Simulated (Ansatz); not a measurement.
# Forms of Hf4C: one energy to predict

Theory: DFT PBE, scalar-relativistic, plane waves, PAW (Ansatz). All cells share a 420 eV cutoff and Γ-centred k meshes spaced at most about 0.3 Å⁻¹ (about 0.25 or finer for metals, 2π included). No spin polarisation.

All energies are static (0 K, no zero-point motion). Rows are sorted by volume; energies count from the lowest form computed. Coordination counts Hf atoms around C (those within 1.25 times the shortest such distance or 1.15 times the sum of covalent radii).

```
row    form    source  atoms  coordination  V (Å³/atom)  gap on mesh (eV)  ΔE (meV/atom)
  1  P4/mmm  invented      5           C 6         18.8                 0             76
  2   P-3m1  invented      5           C 6         18.9                 0              0
  3    R-3m  invented      5           C 6         19.1                 0              ?
  4    R-3m  invented      5           C 6         19.1                 0             17
  5    P2/m  invented      5           C 6         19.2                 0             59
  6  I4/mmm  invented      5           C 6         19.3                 0             81
```

The cell of row 3:

```xyz
5
Lattice="1.6215 0.9362 10.4731 -1.6215 0.9362 10.4731 0.0000 -1.8723 10.4731" Properties=species:S:1:pos:R:3 pbc="T T T"
Hf    0.0000    0.0000   11.7597
Hf    0.0000    0.0000   24.9453
Hf    0.0000    0.0000    6.4739
Hf    0.0000    0.0000   19.6595
C     0.0000    0.0000    0.0000
```

Problem. Estimate the missing energy, and say where the row ranks.

Solution. 31 meV/atom, which puts it above row 4 and below row 5. Counting Hf atoms around C, row 3 and the lowest form (row 2) both have C 6.

An observed structure of this formula, if there is one, may be missing.

For metals, differences of a few meV/atom aren't resolved. Spin–orbit coupling, which can matter for Hf, is left out. Cells relaxed within their symmetry can be saddle points. Some types were kept out of the candidates beforehand, so the set may lack a known form.
